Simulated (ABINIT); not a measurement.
# ZnO (zincite) (P6_3mc) in ABINIT: a series of runs

One crystal, ZnO (zincite), is run at these levels: PBE, LDA, PBEsol; tasks: single point, relaxation of cell and atoms.

Program: ABINIT 10.8.3 (patched build). These are calculated values, not measurements. Logs are shortened: lines on timing, memory, paths and dates and some standing lists are left out, and cuts for length are marked. The log counts tension as positive stress, the text compression.

**Experimental background.**

From “Electronic structure of alkaline earth and post-transition metal oxides”, 2009, arxiv:0908.1581, for a bulk crystal of ZnO: band gap 3.37 eV.

The results are compared with them further down.

### Step 1. The crystal as given

It takes space group P6_3mc (No. 186, hexagonal). The conventional cell has a = 3.249 Å, b = 3.249 Å, c = 5.206 Å, α = 90.00°, β = 90.00°, γ = 120.00°. Around Zn (site symmetry 3m) lie 4 O at 1.97 to 1.98 Å. O (site symmetry 3m) has 4 Zn at 1.97 to 1.98 Å as nearest neighbours.

### Step 2. Single point, PBE

run.abi

```
# Pseudopotentials
pp_dirpath "./"
pseudos "Zn.upf, O.upf"

# Structure
acell 3.249308 3.249308 5.205709 Angstrom
rprim
     1.0000000000     0.0000000000     0.0000000000
    -0.5000000000     0.8660254038     0.0000000000
     0.0000000000     0.0000000000     1.0000000000
ntypat 2
znucl 30 8
natom 4
typat 1 1 2 2
xred
     0.6666666667     0.3333333333     0.0000000000
     0.3333333333     0.6666666667     0.5000000000
     0.3333333333     0.6666666667     0.8790100000
     0.6666666667     0.3333333333     0.3790100000

# Plane-wave basis
ecut 1034.032677 eV

# k points
kptopt 1
ngkpt 7 7 4
nshiftk 1
shiftk 0.0 0.0 0.0

# Exchange and correlation
ixc 11

# Bands and occupations
nband 32
occopt 3
tsmear 0.00183747

# SCF cycle
nstep 100
tolvrs 1.0e-10

# Output
iomode 3
prtwf 0
prtden 0
prteig 0
prtebands 0
enunit 1
```

Potentials or basis: PseudoDojo NC SR PBE v0.4.1 standard.

Launch:

```
$ abinit run.abi > log 2>&1
```

run.abo:

```text
.Version 10.8.3 of ABINIT
 Symmetries : space group P6_3 m c (#186); Bravais hP (primitive hexag.)
================================================================================
 Values of the parameters that define the memory need of the present run
     intxc =       0    ionmov =       0      iscf =       7    lmnmax =       6
     lnmax =       6     mgfft =      60  mpssoang =       3    mqgrid =    3001
     natom =       4  nloc_mem =       1    nspden =       1   nspinor =       1
    nsppol =       1      nsym =      12    n1xccc =    2501    ntypat =       2
    occopt =       3   xclevel =       2
       mpw =        3626          nfft =       77760          nkpt =          24
================================================================================
================================================================================

--------------------------------------------------------------------------------
------------- Echo of variables that govern the present computation ------------
--------------------------------------------------------------------------------
 -outvars: echo values of preprocessed input variables --------
            acell      6.1403022187E+00  6.1403022187E+00  9.8373643012E+00 Bohr
              amu      6.53900000E+01  1.59994000E+01
             ecut      3.80000000E+01 Hartree
           enunit           1
              ixc          11
         kptrlatt        7    0    0      0    7    0      0    0    4
          kptrlen      3.93494572E+01
            natom           4
            nband          32
            ngfft          36      36      60
             nkpt          24
            nstep         100
             nsym          12
           ntypat           2
           occopt           3
           prtden           0
        prtebands           0
           prteig           0
            prtwf           0
            rprim      1.0000000000E+00  0.0000000000E+00  0.0000000000E+00
                      -5.0000000000E-01  8.6602540380E-01  0.0000000000E+00
                       0.0000000000E+00  0.0000000000E+00  1.0000000000E+00
          spgroup         186
           tolvrs      1.00000000E-10
           tsmear      1.83747000E-03 Hartree
            typat      1  1  2  2
           xangst      1.6246540000E+00  9.3799442426E-01  0.0000000000E+00
                       6.5619490340E-17  1.8759888485E+00  2.6028545000E+00
                       6.5619490340E-17  1.8759888485E+00  4.5758702681E+00
                       1.6246540000E+00  9.3799442426E-01  1.9730157681E+00
            xcart      3.0701511094E+00  1.7725525695E+00  0.0000000000E+00
                       1.2400286527E-16  3.5451051389E+00  4.9186821506E+00
                       1.2400286527E-16  3.5451051389E+00  8.6471415944E+00
                       3.0701511094E+00  1.7725525695E+00  3.7284594438E+00
             xred      6.6666666667E-01  3.3333333333E-01  0.0000000000E+00
                       3.3333333333E-01  6.6666666667E-01  5.0000000000E-01
                       3.3333333333E-01  6.6666666667E-01  8.7901000000E-01
                       6.6666666667E-01  3.3333333333E-01  3.7901000000E-01
            znucl       30.00000    8.00000

================================================================================

 chkinp: Checking input parameters for consistency.

================================================================================
== DATASET  1 ==================================================================

--- !DatasetInfo
iteration_state: {dtset: 1, }
dimensions: {natom: 4, nkpt: 24, mband: 32, nsppol: 1, nspinor: 1, nspden: 1, mpw: 3626, }
cutoff_energies: {ecut:  38.0, pawecutdg:  -1.0, }
electrons: {nelect:   5.20000000E+01, charge:   0.00000000E+00, occopt:   3.00000000E+00, tsmear:   1.83747000E-03, }
meta: {optdriver: 0, ionmov: 0, optcell: 0, iscf: 7, paral_kgb: 0, }
...

 Exchange-correlation functional for the present dataset will be:
  GGA: Perdew-Burke-Ernzerhof functional - ixc=11
  J.P.Perdew, K.Burke, M.Ernzerhof, PRL 77, 3865 (1996)

 Real(R)+Recip(G) space primitive vectors, cartesian coordinates (Bohr,Bohr^-1):
 R(1)=  6.1403022  0.0000000  0.0000000  G(1)=  0.1628584  0.0940264  0.0000000
 R(2)= -3.0701511  5.3176577  0.0000000  G(2)=  0.0000000  0.1880527  0.0000000
 R(3)=  0.0000000  0.0000000  9.8373643  G(3)=  0.0000000  0.0000000  0.1016532
 Unit cell volume ucvol=  3.2120987E+02 bohr^3
 Angles (23,13,12)=  9.00000000E+01  9.00000000E+01  1.20000000E+02 degrees

 getcut: wavevector=  0.0000  0.0000  0.0000  ngfft=  36  36  60
         ecut(hartree)=     38.000   => boxcut(ratio)=   2.11279

--- Pseudopotential description ------------------------------------------------
- pspini: atom type   1  psp file is ./Zn.upf
12 -101130 2 -1 1326                          pspcod,pspxc,lmax,lloc,mmax
     nproj     2     2     2

- pspini: atom type   2  psp file is ./O.upf
12 -101130 2 -1 936                           pspcod,pspxc,lmax,lloc,mmax
     nproj     2     2     1

   3.41921814E+03                                ecore*ucvol(ha*bohr**3)
--------------------------------------------------------------------------------

================================================================================

--- !BeginCycle
iteration_state: {dtset: 1, }
solver: {iscf: 7, nstep: 100, nline: 4, wfoptalg: 0, }
tolerances: {tolvrs: 1.00E-10, }
...

     iter   Etot(hartree)      deltaE(h)  residm     vres2
 ETOT  1  -449.35952637947    -4.494E+02 4.272E-01 2.049E+03
 ETOT  2  -450.10380568808    -7.443E-01 2.910E-02 4.341E+03
 ETOT  3  -451.18299176953    -1.079E+00 1.712E-02 1.173E+02
 ETOT  4  -451.19265909568    -9.667E-03 5.497E-03 8.877E+01
 ETOT  5  -451.20355009994    -1.089E-02 1.312E-03 2.650E+01
 ETOT  6  -451.20941594930    -5.866E-03 1.703E-03 1.381E+00
 ETOT  7  -451.20967799276    -2.620E-04 6.790E-05 5.740E-01
 ETOT  8  -451.20984438026    -1.664E-04 7.281E-05 5.017E-02
 ETOT  9  -451.20985590593    -1.153E-05 8.767E-06 4.143E-04
 ETOT 10  -451.20985599532    -8.938E-08 6.271E-06 6.041E-06
 ETOT 11  -451.20985599670    -1.386E-09 4.835E-06 2.193E-07
 ETOT 12  -451.20985599677    -7.026E-11 2.516E-06 1.441E-09
 ETOT 13  -451.20985599677     4.775E-12 4.611E-06 6.870E-11

 At SCF step   13       vres2   =  6.87E-11 < tolvrs=  1.00E-10 =>converged.

 Cartesian components of stress tensor (hartree/bohr^3)
  sigma(1 1)= -9.61074920E-05  sigma(3 2)=  0.00000000E+00
  sigma(2 2)= -9.61074932E-05  sigma(3 1)=  0.00000000E+00
  sigma(3 3)= -1.52260881E-04  sigma(2 1)=  0.00000000E+00

--- !ResultsGS
iteration_state: {dtset: 1, }
comment   : Summary of ground state results
lattice_vectors:
- [  6.1403022,   0.0000000,   0.0000000, ]
- [ -3.0701511,   5.3176577,   0.0000000, ]
- [  0.0000000,   0.0000000,   9.8373643, ]
lattice_lengths: [   6.14030,    6.14030,    9.83736, ]
lattice_angles: [ 90.000,  90.000, 120.000, ] # degrees, (23, 13, 12)
lattice_volume:   3.2120987E+02
convergence: {deltae:  4.775E-12, res2:  6.870E-11, residm:  4.611E-06, diffor: null, }
etotal    :  -4.51209856E+02
entropy   :   0.00000000E+00
fermie    :   1.68272790E-01
cartesian_stress_tensor: # hartree/bohr^3
- [ -9.61074920E-05,   0.00000000E+00,   0.00000000E+00, ]
- [  0.00000000E+00,  -9.61074932E-05,   0.00000000E+00, ]
- [  0.00000000E+00,   0.00000000E+00,  -1.52260881E-04, ]
pressure_GPa:   3.3783E+00
xred      :
- [  6.6667E-01,   3.3333E-01,   0.0000E+00, Zn]
- [  3.3333E-01,   6.6667E-01,   5.0000E-01, Zn]
- [  3.3333E-01,   6.6667E-01,   8.7901E-01,  O]
- [  6.6667E-01,   3.3333E-01,   3.7901E-01,  O]
cartesian_forces: # hartree/bohr
- [  1.40326394E-27,   4.05087408E-27,  -1.37619766E-03, ]
- [ -4.20979183E-27,   8.10174816E-28,  -1.37619766E-03, ]
- [  0.00000000E+00,  -3.24069927E-27,   1.37619766E-03, ]
- [  2.80652789E-27,  -1.62034963E-27,   1.37619766E-03, ]
force_length_stats: {min:   1.37619766E-03, max:   1.37619766E-03, mean:   1.37619766E-03, }
...

 Integrated electronic density in atomic spheres:
 ------------------------------------------------
 Atom  Sphere_radius  Integrated_density
    1        2.00000         18.17143783
    2        2.00000         18.17143783
    3        2.00000          6.25194482
    4        2.00000          6.25194482
================================================================================

 ----iterations are completed or convergence reached----

 Mean square residual over all n,k,spin=   82.759E-10; max=  46.108E-07
 reduced coordinates (array xred) for    4 atoms
       0.666666666667      0.333333333333      0.000000000000
       0.333333333333      0.666666666667      0.500000000000
       0.333333333333      0.666666666667      0.879010000000
       0.666666666667      0.333333333333      0.379010000000
 rms dE/dt=  7.8167E-03; max dE/dt=  1.3395E-02; dE/dt below (all hartree)
    1       0.000000000000     -0.000000000000      0.013394641135
    2       0.000000000000     -0.000000000000      0.013394641135
    3       0.000000000000      0.000000000000     -0.013681674399
    4      -0.000000000000      0.000000000000     -0.013681674399

 cartesian coordinates (angstrom) at end:
    1      1.62465400000000     0.93799442425686     0.00000000000000
    2      0.00000000000000     1.87598884851371     2.60285450000000
    3      0.00000000000000     1.87598884851371     4.57587026809000
    4      1.62465400000000     0.93799442425686     1.97301576809000

 cartesian forces (hartree/bohr) at end:
    1      0.00000000000000     0.00000000000000    -0.00137619766360
    2     -0.00000000000000     0.00000000000000    -0.00137619766360
    3      0.00000000000000    -0.00000000000000     0.00137619766360
    4      0.00000000000000    -0.00000000000000     0.00137619766360
 frms,max,avg= 7.9454809E-04 1.3761977E-03   0.000E+00  0.000E+00  1.459E-05 h/b

 cartesian forces (eV/Angstrom) at end:
    1      0.00000000000000     0.00000000000000    -0.07076692916653
    2     -0.00000000000000     0.00000000000000    -0.07076692916653
    3      0.00000000000000    -0.00000000000000     0.07076692916653
    4      0.00000000000000    -0.00000000000000     0.07076692916653
 frms,max,avg= 4.0857306E-02 7.0766929E-02   0.000E+00  0.000E+00  7.502E-04 e/A
 length scales=  6.140302218721  6.140302218721  9.837364301173 bohr
              =  3.249308000000  3.249308000000  5.205709000000 angstroms
 Fermi (or HOMO) energy (eV) =   4.57894   Average Vxc (eV)= -11.22125
 Eigenvalues (   eV  ) for nkpt=  24  k points:
 kpt#   1, nband= 32, wtk=  0.00510, kpt=  0.0000  0.0000  0.0000 (reduced coord)
-119.33732 -119.33714  -73.52401  -73.52083  -73.52078  -73.52078  -73.52014  -73.52014
 -13.87129  -13.13796   -1.58902   -1.58902   -1.54953   -1.44822   -1.39390   -1.39390
  -0.45101   -0.45101   -0.23879   -0.23879    0.04101    3.31172    3.31172    4.04592
   4.11460    4.11460    4.98533    9.40712   12.41497   17.04684   17.04684   18.30879
 prteigrs : prtvol=0 or 1, do not print more k-points.

--- !EnergyTerms
iteration_state     : {dtset: 1, }
comment             : Components of total free energy in Hartree
kinetic             :  2.07621557787559E+02
hartree             :  1.63220674779841E+02
xc                  : -5.34088716051366E+01
Ewald energy        : -2.53713067182994E+02
psp_core            :  1.06448103524919E+01
local_psp           : -4.23741409849079E+02
non_local_psp       : -1.01833550166713E+02
internal            : -4.51209855884031E+02
'-kT*entropy'       : -1.12736970841559E-07
total_energy        : -4.51209855996768E+02
total_energy_eV     : -1.22780456695215E+04
band_energy         : -5.16604373430710E+01
...

 Cartesian components of stress tensor (hartree/bohr^3)
  sigma(1 1)= -9.61074920E-05  sigma(3 2)=  0.00000000E+00
  sigma(2 2)= -9.61074932E-05  sigma(3 1)=  0.00000000E+00
  sigma(3 3)= -1.52260881E-04  sigma(2 1)=  0.00000000E+00

-Cartesian components of stress tensor (GPa)         [Pressure=  3.3783E+00 GPa]
- sigma(1 1)= -2.82758004E+00  sigma(3 2)=  0.00000000E+00
- sigma(2 2)= -2.82758007E+00  sigma(3 1)=  0.00000000E+00
- sigma(3 3)= -4.47966979E+00  sigma(2 1)=  0.00000000E+00

== END DATASET(S) ==============================================================
================================================================================

 -outvars: echo values of variables after computation  --------
            acell      6.1403022187E+00  6.1403022187E+00  9.8373643012E+00 Bohr
           etotal     -4.5120985600E+02
            fcart      1.4032639449E-27  4.0508740815E-27 -1.3761976636E-03
                      -4.2097918346E-27  8.1017481630E-28 -1.3761976636E-03
                       0.0000000000E+00 -3.2406992652E-27  1.3761976636E-03
                       2.8065278897E-27 -1.6203496326E-27  1.3761976636E-03
            rprim      1.0000000000E+00  0.0000000000E+00  0.0000000000E+00
                      -5.0000000000E-01  8.6602540380E-01  0.0000000000E+00
                       0.0000000000E+00  0.0000000000E+00  1.0000000000E+00
           strten     -9.6107491983E-05 -9.6107493171E-05 -1.5226088132E-04
                       0.0000000000E+00  0.0000000000E+00  0.0000000000E+00
           xangst      1.6246540000E+00  9.3799442426E-01  0.0000000000E+00
                       6.5619490340E-17  1.8759888485E+00  2.6028545000E+00
                       6.5619490340E-17  1.8759888485E+00  4.5758702681E+00
                       1.6246540000E+00  9.3799442426E-01  1.9730157681E+00
             xred      6.6666666667E-01  3.3333333333E-01  0.0000000000E+00
                       3.3333333333E-01  6.6666666667E-01  5.0000000000E-01
                       3.3333333333E-01  6.6666666667E-01  8.7901000000E-01
                       6.6666666667E-01  3.3333333333E-01  3.7901000000E-01
 Calculation completed.
```

Wall time 2 min (1 thread of Arm Neoverse V1, shared host); peak memory 0.11 GiB.

What came out:

| Quantity | Value |
| --- | --- |
| Free energy | -12278.0457 eV |
| Largest force | 0.071 eV/Å |
| Band gap on the k mesh | 0.87 eV, direct |
| Valence electrons inside the program's atomic spheres | Zn 18.17; O 6.25 |

Forces on the atoms (eV/Å):
```
Zn   0.000  0.000 -0.071
Zn   0.000  0.000 -0.071
O    0.000  0.000  0.071
O    0.000  0.000  0.071
```

Levels at points of the mesh, in eV from the valence-band top:
```tsv
k point	band 24	band 25	band 26	band 27	band 28	band 29
(0.00, 0.00, 0.00)	-0.07	0.00	0.00	0.87	5.29	8.30
(0.00, 0.00, 0.50)	-0.40	-0.40	-0.40	3.52	3.52	10.19
```

Caveat: the cutoff is too short for stress, so the log's stress isn't used.

### Step 3. Relaxation of cell and atoms, LDA

run.abi

```
# Pseudopotentials
pp_dirpath "./"
pseudos "Zn.upf, O.upf"

# Structure
acell 3.249308 3.249308 5.205709 Angstrom
rprim
     1.0000000000     0.0000000000     0.0000000000
    -0.5000000000     0.8660254038     0.0000000000
     0.0000000000     0.0000000000     1.0000000000
ntypat 2
znucl 30 8
natom 4
typat 1 1 2 2
chkprim 0
chksymtnons 0
tolsym 1.0e-6
xred
            2/3            1/3            0.0
            1/3            2/3            1/2
            1/3            2/3   0.8790100000
            2/3            1/3   0.3790100000

# Plane-wave basis
ecut 1142.878222 eV
ecutsm 0.5

# k points
kptopt 1
ngkpt 7 7 4
nshiftk 1
shiftk 0.0 0.0 0.0

# Exchange and correlation
ixc 7

# Bands and occupations
nband 32
occopt 3
tsmear 0.05 eV

# SCF cycle
nstep 80
tolvrs 1.0e-12

# Output
iomode 3
prteig 0
prtebands 0
prtwf 0
prtden 0

# Relaxation
ionmov 2
optcell 2
ntime 50
tolmxf 2.0e-5
dilatmx 1.08
```

Potentials or basis: PseudoDojo NC SR LDA v0.4.1 standard.

Launch:

```
$ abinit run.abi > log 2>&1
```

It took 20 min on 1 thread of Arm Neoverse V2, shared host; peak memory 0.14 GiB.

The run converged. Its results:

* Free energy: -12270.1471 eV
* Relaxed volume: 11.30 Å³/atom
* Relaxed cell: a = 3.184 Å, b = 3.184 Å, c = 5.146 Å, α = 90.00°, β = 90.00°, γ = 120.00°
* Space group after relaxing (to 0.05 Å): P6_3mc (No. 186)
* Energy gained by relaxing: 15.1 meV/atom
* Ionic steps: 11
* Pressure after relaxing: 0.0 GPa
* Band gap on the k mesh: 0.87 eV, direct

The path:
```csv
step,energy change (eV),largest force (eV/Å),pressure (GPa),volume (Å³)
1,0.0000,0.0518,-7.49,47.60
2,-0.0409,0.0376,-4.39,46.52
3,-0.0600,0.0008,0.41,45.08
4,-0.0601,0.0024,0.01,45.19
5,-0.0601,0.0061,-0.02,45.20
6,-0.0602,0.0151,-0.02,45.20
7,-0.0602,0.0156,-0.01,45.20
8,-0.0602,0.0114,0.01,45.19
9,-0.0602,0.0049,0.01,45.19
10,-0.0602,0.0004,0.00,45.19
11,-0.0602,0.0001,0.00,45.19
```

Final structure:
```
Zn O
1.0
     3.18450    0.00000    0.00000
    -1.59225    2.75786    0.00000
     0.00000    0.00000    5.14606
Zn O
2 2
Cartesian
  1.5922 0.9193 0.0012
  0.0000 1.8386 2.5742
  0.0000 1.8386 4.5223
  1.5922 0.9193 1.9492
```

Caveat: an odd mesh through Γ misses points on the zone boundary, where band edges often lie.

### Step 4. Single point, LDA (cell relaxed)

run.abi

```
# Pseudopotentials
pp_dirpath "./"
pseudos "Zn.upf, O.upf"

# Structure
acell 3*1.0 Angstrom
rprim
     3.1844983200     0.0000000000     0.0000000000
    -1.5922491600     2.7578564400     0.0000000000
     0.0000000000     0.0000000000     5.1460571900
ntypat 2
znucl 30 8
natom 4
typat 1 1 2 2
xred
     0.6666666700     0.3333333300     0.0002291500
     0.3333333300     0.6666666700     0.5002291500
     0.3333333300     0.6666666700     0.8787808500
     0.6666666700     0.3333333300     0.3787808500
chkprim 0
chksymtnons 0
tolsym 1.0e-6

# Plane-wave basis
ecut 42.0

# k points
kptopt 1
ngkpt 7 7 4
nshiftk 1
shiftk 0.0 0.0 0.0

# Exchange and correlation
ixc 7

# Bands and occupations
nband 32
occopt 3
tsmear 0.00183747

# SCF cycle
nstep 100
tolvrs 1.0e-10

# Output
iomode 3
prtwf 0
prteig 0
prtebands 0
prtden 1
prtvha 1
prtvclmb 1
prtpot 1
prtelf 1
```

Launch:

```
$ abinit run.abi > log 2>&1
```

Wall time 1.7 min (1 thread of Arm Neoverse V2, shared host); peak memory 0.11 GiB.

Results (log left out):

```
Free energy                                           : -12270.1472 eV
Pressure                                              : 0.0 GPa
Band gap on the k mesh                                : 0.87 eV, direct
Valence electrons inside the program's atomic spheres : Zn 18.22; O 6.28
```

Levels at points of the mesh, in eV from the valence-band top:
| k point | band 22 | band 23 | band 24 | band 25 | band 26 | band 27 | band 28 | band 29 | band 30 | band 31 |
| --- | --- | --- | --- | --- | --- | --- | --- | --- | --- | --- |
| (0.00, 0.00, 0.00) | -0.86 | -0.86 | -0.10 | 0.00 | 0.00 | 0.87 | 5.36 | 8.24 | 13.05 | 13.05 |
| (0.00, 0.00, 0.50) | -2.32 | -0.42 | -0.42 | -0.42 | -0.42 | 3.54 | 3.54 | 10.12 | 10.12 | 13.34 |

(Continued in part 2 of 2.)
